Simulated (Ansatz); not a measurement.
Method: DFT PBE, scalar-relativistic, plane waves, PAW (Ansatz).

Cutoff 420 eV; k points 6×6×6 on the computed 2-atom cell (Γ-centred); Gaussian smearing, width 0.02 eV; no spin polarisation.

Structure with the computed forces (eV/Å) in the last three columns:

```xyz
2
Lattice="-0.0043 3.2365 3.1735 3.2121 -0.0069 3.1762 3.2281 3.2551 -0.0229" Properties=species:S:1:pos:R:3:forces:R:3 pbc="T T T" pressure_GPa=2.32
K    -0.0211    0.0381    0.0390    0.0700   -0.1100   -0.1560
Br    3.2391    3.2043    3.1244   -0.0700    0.1100    0.1560
```

Stress tensor (GPa, compression positive):

```
 2.18  0.01  0.06
 0.01  1.90 -0.01
 0.06 -0.01  2.87
```